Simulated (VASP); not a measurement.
# Al3Ga5As8 (R3m) in VASP: a series of runs

One crystal, Al3Ga5As8, is run at these levels: HSE06, PBEsol; tasks: band structure.

Program: VASP 6.6.1. These are calculated values, not measurements. Logs are shortened: lines on timing, memory, paths and dates and some standing lists are left out, and cuts for length are marked.

### 1 The structure

It takes space group R3m (No. 160, trigonal). The conventional cell has a = 8.020 Å, b = 8.020 Å, c = 19.646 Å, α = 90.00°, β = 90.00°, γ = 120.00°. Al (site symmetry m) has 4 As at 2.45 to 2.46 Å as nearest neighbours. Ga (site symmetry 3m) has 4 As at 2.45 to 2.46 Å as nearest neighbours. Ga (site symmetry 3m) has 4 As at 2.45 to 2.46 Å as nearest neighbours. Ga (site symmetry m) is surrounded by 4 As at 2.45 to 2.46 Å. As (site symmetry m) is surrounded by 3 Ga at 2.46 Å and 1 Al at 2.46 Å. As (site symmetry 3m) has 3 Al at 2.45 Å and 1 Ga at 2.45 Å as nearest neighbours. As (site symmetry 3m) is surrounded by 4 Ga at 2.46 Å. Around As (site symmetry m) lie 2 Ga at 2.45 Å and 2 Al at 2.46 Å.

The cell was built by a generator and needn't be a form met in nature.

### 2 Band structure, HSE06

POSCAR reads:

```
Al3Ga5As8                               
1.0
   -5.6711151296      5.6711151296      0.0000000000
   -5.6711151296      0.0000000000      5.6711151296
    0.0000998376      5.6712149672      5.6712149672
  Al              Ga              As            
     3     5     8
Direct
     0.9999992971683235    0.9999992971683235    0.9995415450381446
     0.5004598606252083    0.9999992971683235    0.9995415450381446
     0.9999992971683235    0.5004598606252083    0.9995415450381446
     0.9998691190042919    0.9998691190042919    0.5003926429871172
     0.5001357298593436    0.5001357298593436    0.9995928104219621
     0.5000000491278399    0.9996976978195095    0.5003022039248108
     0.9996976978195095    0.5000000491278399    0.5003022039248108
     0.5000000491278399    0.5000000491278399    0.5003022039248108
     0.8749786802077008    0.8749786802077008    0.3750637810558019
     0.3749788585287965    0.8749786802077008    0.3750637810558019
     0.8749786802077008    0.3749788585287965    0.3750637810558019
     0.8749557523511211    0.8749557523511211    0.8751327429466368
     0.3749932935915568    0.3749932935915568    0.3750201192253297
     0.3749668158701887    0.8750200034720668    0.8750463647875558
     0.8750200034720668    0.3749668158701887    0.8750463647875558
     0.3749668158701887    0.3749668158701887    0.8750463647875558
```

INCAR.step1 reads:

```
ALGO     = Normal         # electronic algorithm
EDIFF    = 1E-5           # SCF threshold, eV
ENCUT    = 520            # plane-wave cutoff, eV
GGA      = PE             # functional
ISIF     = 2              # what is computed and relaxed
ISMEAR   = 0              # smearing method
LASPH    = T              # aspherical terms in the spheres
LCHARG   = F              # write CHGCAR
LREAL    = F              # projectors in reciprocal space
LWAVE    = T              # write WAVECAR
NBANDS   = 71             # bands
NELM     = 80             # most SCF steps
PREC     = Accurate       # precision mode
SIGMA    = 0.03           # smearing width, eV
```

INCAR.step2 reads:

```
ALGO     = Normal         # electronic algorithm
EDIFF    = 1E-6           # SCF threshold, eV
ENCUT    = 520            # plane-wave cutoff, eV
GGA      = PE             # functional
HFSCREEN = 0.2            # screening, 1/A
ISIF     = 2              # what is computed and relaxed
ISMEAR   = 0              # smearing method
ISTART   = 1            
LASPH    = T              # aspherical terms in the spheres
LCHARG   = F              # write CHGCAR
LHFCALC  = T              # exact exchange
LREAL    = F              # projectors in reciprocal space
LWAVE    = F              # write WAVECAR
NBANDS   = 71             # bands
NELM     = 80             # most SCF steps
PREC     = Accurate       # precision mode
PRECFOCK = Fast         
SIGMA    = 0.03           # smearing width, eV
```

KPOINTS reads:

```
k-points
0
Gamma
  2 2 2
```

KPOINTS_OPT reads:

```
explicit points
6
Reciprocal
 0.0000000000  0.0000000000  0.0000000000 1
 0.3750000000  0.3750000000  0.7500000000 1
 0.5000000000  0.5000000000  0.5000000000 1
 0.6250000000  0.2500000000  0.6250000000 1
 0.5000000000  0.2500000000  0.7500000000 1
 0.5000000000  0.0000000000  0.5000000000 1
```

Potentials or basis: VASP PAW PBE potentials, release 64 (Al, Ga_d, As).

Launch:

```bash
$ cat potpaw_PBE.64/Al/POTCAR potpaw_PBE.64/Ga_d/POTCAR potpaw_PBE.64/As/POTCAR > POTCAR
$ cp INCAR.step1 INCAR
$ mpirun -np 4 vasp_std > vasp.out
$ cp INCAR.step2 INCAR
$ mpirun -np 4 vasp_std > vasp.out
```

OUTCAR:

```text
EDIFF = 1E-6
   ENCUT = 520
   GGA = PE
   HFSCREEN = 0.2
   ISIF = 2
   ISMEAR = 0
   ISTART = 1
   LASPH = T
   LHFCALC = T
   LREAL = F
   NELM = 80
   PREC = Accurate
   PRECFOCK = Fast

 ion  position               nearest neighbor table
   1  1.000  1.000  1.000-  12 2.45  14 2.46  15 2.46   9 2.46
   2  0.500  1.000  1.000-  12 2.45  14 2.46  16 2.46  10 2.46
   3  1.000  0.500  1.000-  12 2.45  15 2.46  16 2.46  11 2.46
   4  1.000  1.000  0.500-  12 2.45   9 2.46  11 2.46  10 2.46
   5  0.500  0.500  1.000-  16 2.45  15 2.45  14 2.45  13 2.46
   6  0.500  1.000  0.500-  14 2.45  10 2.46   9 2.46  13 2.46
[... 8 lines left out ...]
  15  0.875  0.375  0.875-   7 2.45   5 2.45   3 2.46   1 2.46
  16  0.375  0.375  0.875-   8 2.45   5 2.45   3 2.46   2 2.46

  LATTYP: Found a trigonal (rhomboedric) cell.
 ALAT       =     8.0203091224
 COS(alpha) =     0.5000176042

  Lattice vectors:

 A1 = (   5.6712149672,   0.0000998376,   5.6712149672)
 A2 = (   5.6712149672,   5.6712149672,   0.0000998376)
 A3 = (   0.0000998376,   5.6712149672,   5.6712149672)

Analysis of symmetry for initial positions (statically):
=====================================================================
 Subroutine PRICEL returns:
 Original cell was already a primitive cell.

 Routine SETGRP: Setting up the symmetry group for a
 trigonal (rhombohedral) supercell.

 Subroutine GETGRP returns: Found  6 space group operations
 (whereof  2 operations were pure point group operations)
 out of a pool of 12 trial point group operations.

The static configuration has the point symmetry C_1h.
 The point group associated with its full space group is C_3v.

Analysis of symmetry for dynamics (positions and initial velocities):
=====================================================================
 Subroutine PRICEL returns:
 Original cell was already a primitive cell.

 Routine SETGRP: Setting up the symmetry group for a
 trigonal (rhombohedral) supercell.

 Subroutine GETGRP returns: Found  6 space group operations
 (whereof  2 operations were pure point group operations)
 out of a pool of 12 trial point group operations.

The dynamic configuration has the point symmetry C_1h.
 The point group associated with its full space group is C_3v.

 Subroutine INISYM returns: Found  6 space group operations
 (whereof  2 operations are pure point group operations),
 and found     1 'primitive' translations

----------------------------------------------------------------------------------------

                                     Primitive cell

  volume of cell :     364.7933

  direct lattice vectors                    reciprocal lattice vectors
    -5.671115130  5.671115130  0.000000000    -0.088165306  0.088166858 -0.088165306
    -5.671115130  0.000000000  5.671115130    -0.088165306 -0.088165306  0.088166858
     0.000099838  5.671214967  5.671214967     0.088163754  0.088163754  0.088163754

  length of vectors
     8.020167930  8.020167930  8.020309122     0.152707685  0.152707685  0.152704101

  position of ions in fractional coordinates (direct lattice)
     0.999999297  0.999999297  0.999541545
     0.500459861  0.999999297  0.999541545
     0.999999297  0.500459861  0.999541545
     0.999869119  0.999869119  0.500392643
     0.500135730  0.500135730  0.999592810
     0.500000049  0.999697698  0.500302204
[... 8 lines left out ...]
     0.875020003  0.374966816  0.875046365
     0.374966816  0.374966816  0.875046365

  ion indices of the primitive-cell ions
   primitive index   ion index
                 1           1
                 2           2
                 3           3
                 4           4
                 5           5
                 6           6
[... 8 lines left out ...]
                15          15
                16          16

----------------------------------------------------------------------------------------

 KPOINTS: k-points

Automatic generation of k-mesh.
 Grid dimensions read from file:
 generate k-points for:    2    2    2

 Generating k-lattice:

  Cartesian coordinates                     Fractional coordinates (reciprocal lattice)
    -0.044082653  0.044083429 -0.044082653     0.500000000  0.000000000  0.000000000
    -0.044082653 -0.044082653  0.044083429     0.000000000  0.500000000  0.000000000
     0.044081877  0.044081877  0.044081877     0.000000000  0.000000000  0.500000000

  Length of vectors
     0.076353843  0.076353843  0.076352050

  Shift w.r.t. Gamma in fractional coordinates (k-lattice)
     0.000000000  0.000000000  0.000000000

 Subroutine IBZKPT returns following result:
 ===========================================

 Found      4 irreducible k-points:

 Following reciprocal coordinates:
            Coordinates               Weight
  0.000000  0.000000  0.000000      1.000000
  0.500000  0.000000  0.000000      3.000000
  0.000000  0.000000  0.500000      1.000000
  0.500000  0.500000 -0.000000      3.000000
[... 40 lines left out ...]
  Fermi-wavevector in a.u.,A,eV,Ry     =   1.110949  2.099389 16.792418  1.234208
  Thomas-Fermi vector in A             =   2.247507
   LORBIT       =      0    0 simple, 1 ext, 2 COOP (PROOUT), +10 PAW based schemes
   GGA     = PE    functional components
   LHFCALC =     T    Hartree Fock is set to
   PRECFOCK=fast      Normal, Fast or Accurate (Low or Medium for compatibility)
   ENCUT4O =  -1.0   cutoff for four orbital integrals eV
   NKREDX  =     1    reduce k-point grid by
   NKREDY  =     1    reduce k-point grid by
   NKREDZ  =     1    reduce k-point grid by
   AEXX    =    0.2500 exact exchange contribution
   HFSCREEN=    0.2000 screening length (either q_TF or 0.3 A-1)
   HFSCREENC=   0.2000 screening length for correlation (either q_TF or 0.3 A-1)
   ENCUTFOCK=  -1.0 apply spherical cutoff to Coloumb kernel
   IVDW    =     0    specifies the selected vdW correction
   LEPSILON=     F    determine dielectric tensor
   LRPA    =     F    only Hartree local field effects (RPA)
 non-spin polarized calculation
 Gauss-broadening in eV      SIGMA  =   0.03
  energy-cutoff  :      520.00
  volume of cell :      364.79
 maximum number of plane-waves:      9852
 NGX is ok and might be reduce to    60
  NGX = 32; NGY = 32; NGZ = 32

 number of electron     113.9999944 magnetization

 Free energy of the ion-electron system (eV)
  ---------------------------------------------------
  ext. energy  EPLUGINS =         0.00000000
  ---------------------------------------------------
  free energy    TOTEN  =       -81.40298847 eV

  energy without entropy =      -81.40298847  energy(sigma->0) =      -81.40298847

 E-fermi :   3.5514     XC(G=0):  -7.7556

 val. band max:        3.4143039279   @ k =   0.0000   0.0000   0.0000
 cond. band min:       5.1209351250   @ k =   0.0000   0.0000   0.0000
 fundamental gap:      1.7066311971
 Fermi energy:         3.5514115002

 k-point     1 :       0.0000    0.0000    0.0000
  band No.  band energies     occupation
      1     -13.8763      2.00000
      2     -13.8602      2.00000
      3     -13.8602      2.00000
      4     -13.8407      2.00000
      5     -13.8349      2.00000
      6     -13.8349      2.00000
[... 61 lines left out ...]
     68       6.3547      0.00000
     69       8.1907      0.00000

 k-point     2 :       0.5000    0.0000    0.0000
  band No.  band energies     occupation
      1     -13.8688      2.00000
      2     -13.8553      2.00000
      3     -13.8490      2.00000
      4     -13.8450      2.00000
      5     -13.8347      2.00000
      6     -13.8333      2.00000
[... 61 lines left out ...]
     68       9.0113      0.00000
     69       9.0273      0.00000

 k-point     3 :       0.0000    0.0000    0.5000
  band No.  band energies     occupation
      1     -13.8699      2.00000
      2     -13.8599      2.00000
      3     -13.8599      2.00000
      4     -13.8383      2.00000
      5     -13.8304      2.00000
      6     -13.8304      2.00000
[... 61 lines left out ...]
     68       9.0600      0.00000
     69       9.0604      0.00000

 k-point     4 :       0.5000    0.5000   -0.0000
  band No.  band energies     occupation
      1     -13.8663      2.00000
      2     -13.8534      2.00000
      3     -13.8501      2.00000
      4     -13.8463      2.00000
      5     -13.8320      2.00000
      6     -13.8316      2.00000
[... 61 lines left out ...]
     68       9.3763      0.00000
     69       9.4908      0.00000
 [bands above 69 left out]

------------------------ aborting loop because EDIFF is reached ----------------------------------------

  FORCE on cell =-STRESS in cart. coord.  units (eV):
  Direction    XX          YY          ZZ          XY          YZ          ZX
  --------------------------------------------------------------------------------------
  -------------------------------------------------------------------------------------
  Total        1.2841685      1.2841685      1.2841685     -0.0159057     -0.0159057     -0.0159057
  in kB        5.6400864      5.6400864      5.6400864     -0.0698581     -0.0698581     -0.0698581
  external PRESSURE =       5.6400864 kB  Pullay stress =       0.0000000 kB

 VOLUME and BASIS-vectors are now :
 -----------------------------------------------------------------------------
  energy-cutoff  :      520.00
  volume of cell :      364.79
      direct lattice vectors                 reciprocal lattice vectors
    -5.671115130  5.671115130  0.000000000    -0.088165306  0.088166858 -0.088165306
    -5.671115130  0.000000000  5.671115130    -0.088165306 -0.088165306  0.088166858
     0.000099838  5.671214967  5.671214967     0.088163754  0.088163754  0.088163754

 POSITION                                       TOTAL-FORCE (eV/Angst)
 -----------------------------------------------------------------------------------
    -11.34212     11.33973     11.33973         0.000783      0.005751      0.005751
     -8.50918      8.50678     11.33973         0.005751      0.000783      0.005751
     -8.50918     11.33973      8.50678         0.005751      0.005751      0.000783
    -11.34070      8.50821      8.50821        -0.001941     -0.001941     -0.001941
     -5.67255      8.50523      8.50523         0.003304      0.003304      0.003304
     -8.50491      5.67288      8.50672        -0.001296     -0.001296      0.000667
[... 8 lines left out ...]
     -7.08873      9.92492      7.08906        -0.000860      0.083930     -0.000860
     -4.25287      7.08906      7.08906         0.083930     -0.000860     -0.000860
 -----------------------------------------------------------------------------------
    total drift:                                0.000536      0.000430      0.000427

  FREE ENERGIE OF THE ION-ELECTRON SYSTEM (eV)
  ---------------------------------------------------
  free  energy   TOTEN  =       -81.4029884669 eV

  energy  without entropy=      -81.4029884669  energy(sigma->0) =      -81.40298847
```

It took 37 min on 4 MPI ranks of Intel Xeon Platinum 8375C at 2.90GHz (Ice Lake), shared host; peak memory 0.55 GiB.

Results:

- Free energy: -81.4030 eV
- Pressure: 0.6 GPa
- Largest force: 0.084 eV/Å
- Band gap on the k mesh: 1.71 eV, direct
- Band gap along the path: 1.71 eV, direct

Forces on the atoms (eV/Å):
```
Al   0.001  0.006  0.006
Al   0.006  0.001  0.006
Al   0.006  0.006  0.001
Ga  -0.002 -0.002 -0.002
Ga   0.003  0.003  0.003
Ga  -0.001 -0.001  0.001
Ga  -0.001  0.001 -0.001
Ga   0.001 -0.001 -0.001
As  -0.043 -0.046 -0.046
As  -0.046 -0.043 -0.046
As  -0.046 -0.046 -0.043
As   0.039  0.039  0.039
As   0.002  0.002  0.002
As  -0.001 -0.001  0.084
As  -0.001  0.084 -0.001
As   0.084 -0.001 -0.001
```

Levels at points of the mesh, in eV from the valence-band top:
```tsv
k point	band 54	band 55	band 56	band 57	band 58	band 59	band 60	band 61
(0.00, 0.00, 0.00)	-1.07	-0.01	0.00	0.00	1.71	1.86	2.09	2.09
(0.50, 0.00, 0.00)	-0.68	-0.68	-0.60	-0.60	2.56	2.66	2.85	2.96
(0.00, 0.00, 0.50)	-0.76	-0.76	-0.53	-0.53	2.44	2.69	3.06	3.06
(0.50, 0.50, 0.00)	-1.20	-1.16	-1.16	-1.16	2.87	2.95	3.67	3.81
```

Caveat: the k mesh is coarse (spacing up to 0.48 Å⁻¹), so the values aren't converged, least of all with exact exchange; the PAW data sets were made with another functional, which shifts forces and pressure a little.

### 3 Band structure, PBEsol

INCAR reads:

```
PREC = Accurate ; ENCUT = 520
EDIFF = 1E-7 ; ISMEAR = 0
SIGMA = 0.03 ; LREAL = F
LASPH = T ; NELM = 80
ALGO = Normal ; ISIF = 2
LWAVE = F ; LCHARG = F
GGA = PS ; NBANDS = 71
ICORELEVEL = 1 ; KPAR = 4
```

KPOINTS reads:

```
Automatic mesh
0
Gamma
  6 6 5
```

POSCAR is that of step 2.

KPOINTS_OPT is that of step 2.

Potentials or basis: VASP PAW PBE potentials, release 64 (Al, Ga_d, As).

Launch:

```bash
$ cat potpaw_PBE.64/Al/POTCAR potpaw_PBE.64/Ga_d/POTCAR potpaw_PBE.64/As/POTCAR > POTCAR
$ mpirun -np 4 vasp_std > vasp.out
```

Wall time 6.8 min (4 MPI ranks of Intel Xeon 6975P-C (Granite Rapids), shared host); peak memory 1.7 GiB.

The run converged. Its results:

| Property | Result |
| --- | --- |
| Free energy | -75.6067 eV |
| Pressure | 0.0 GPa |
| Band gap on the k mesh | 0.73 eV, direct |
| Band gap along the path | 0.73 eV, direct |

Forces in eV/Å, atoms in the order of the input:
```
Al   0.000 -0.001 -0.001
Al  -0.001  0.000 -0.001
Al  -0.001 -0.001  0.000
Ga   0.000  0.000  0.000
Ga   0.000  0.000  0.000
Ga   0.001  0.001  0.000
Ga   0.001  0.000  0.001
Ga   0.000  0.001  0.001
As  -0.001 -0.001 -0.001
As  -0.001 -0.001 -0.001
As  -0.001 -0.001 -0.001
As   0.000  0.000  0.000
As   0.000  0.000  0.000
As   0.001  0.001  0.001
As   0.001  0.001  0.001
As   0.001  0.001  0.001
```

Levels at points of the mesh, in eV from the valence-band top:
```
           k point  band 53  band 54  band 55  band 56  band 57  band 58  band 59  band 60  band 61  band 62
(0.00, 0.00, 0.00)    -1.00    -1.00    -0.01     0.00     0.00     0.73     0.97     1.24     1.24     1.34
(0.50, 0.00, 0.00)    -1.83    -0.64    -0.63    -0.57    -0.57     1.65     1.76     2.01     2.12     2.13
(0.50, 0.50, 0.00)    -1.53    -1.11    -1.09    -1.09    -1.07     2.04     2.13     2.74     2.90     2.95
```

Core levels (eV, on the scale of the bands):
```tsv
atom	levels
1 Al	1s -1502.1, 2s -99.3, 2p -60.8
2 Al	1s -1502.1, 2s -99.3, 2p -60.8
3 Al	1s -1502.1, 2s -99.3, 2p -60.8
4 Ga	1s -10220.5, 2s -1253.9, 2p -1090.4, 3s -139.8, 3p -90.5
5 Ga	1s -10220.5, 2s -1253.9, 2p -1090.4, 3s -139.8, 3p -90.5
6 Ga	1s -10220.5, 2s -1253.9, 2p -1090.4, 3s -139.8, 3p -90.5
```

Caveat: the PAW data sets were made with another functional, which shifts forces and pressure a little. A hybrid or GW would open this gap; PBEsol tends to underestimate it.

### 4 Band structure, PBEsol

INCAR reads:

```
SYSTEM = Al3Ga5As8
PREC = Accurate
ENCUT = 520
EDIFF = 1E-6
ISMEAR = 0
SIGMA = 0.03
LREAL = .FALSE.
LASPH = .TRUE.
NELM = 80
ALGO = Normal
ISIF = 2
LWAVE = .FALSE.
LCHARG = .FALSE.
GGA = PS
NBANDS = 71
ICORELEVEL = 1
KPAR = 4
```

KPOINTS reads:

```
Automatic mesh
0
G
  6 6 5
  0 0 0
```

POSCAR is that of step 3.

KPOINTS_OPT is that of step 3.

Launch:

```bash
$ cat potpaw_PBE.64/Al/POTCAR potpaw_PBE.64/Ga_d/POTCAR potpaw_PBE.64/As/POTCAR > POTCAR
$ mpirun -np 4 vasp_std > vasp.out
```

It took 5.9 min on 4 MPI ranks of Intel Xeon 6975P-C (Granite Rapids), shared host; peak memory 1.7 GiB.

Results (log left out):

```yaml
Free_energy: -75.6067 eV
Pressure: 0.0 GPa
Band_gap_on_the_k_mesh: 0.73 eV, direct
Band_gap_along_the_path: 0.73 eV, direct
```

Forces on the atoms (eV/Å):
```
Al   0.000 -0.001 -0.001
Al  -0.001  0.000 -0.001
Al  -0.001 -0.001  0.000
Ga   0.000  0.000  0.000
Ga   0.000  0.000  0.000
Ga   0.001  0.001  0.000
Ga   0.001  0.000  0.001
Ga   0.000  0.001  0.001
As  -0.001 -0.001 -0.001
As  -0.001 -0.001 -0.001
As  -0.001 -0.001 -0.001
As   0.000  0.000  0.000
As   0.000  0.000  0.000
As   0.001  0.001  0.001
As   0.001  0.001  0.001
As   0.001  0.001  0.001
```

Levels at points of the mesh, in eV from the valence-band top:
```csv
k point,band 54,band 55,band 56,band 57,band 58,band 59,band 60,band 61
"(0.00, 0.00, 0.00)",-1.00,-0.01,0.00,0.00,0.73,0.97,1.24,1.24
"(0.50, 0.00, 0.00)",-0.64,-0.63,-0.57,-0.57,1.65,1.76,2.01,2.12
"(0.50, 0.50, 0.00)",-1.11,-1.09,-1.09,-1.07,2.04,2.13,2.74,2.90
```

Core levels (eV, on the scale of the bands):
```
atom                                                    levels
1 Al                            1s -1502.1, 2s -99.3, 2p -60.8
2 Al                            1s -1502.1, 2s -99.3, 2p -60.8
3 Al                            1s -1502.1, 2s -99.3, 2p -60.8
4 Ga  1s -10220.5, 2s -1253.9, 2p -1090.4, 3s -139.8, 3p -90.5
5 Ga  1s -10220.5, 2s -1253.9, 2p -1090.4, 3s -139.8, 3p -90.5
6 Ga  1s -10220.5, 2s -1253.9, 2p -1090.4, 3s -139.8, 3p -90.5
```

Caveat: the PAW data sets were made with another functional, which shifts forces and pressure a little.
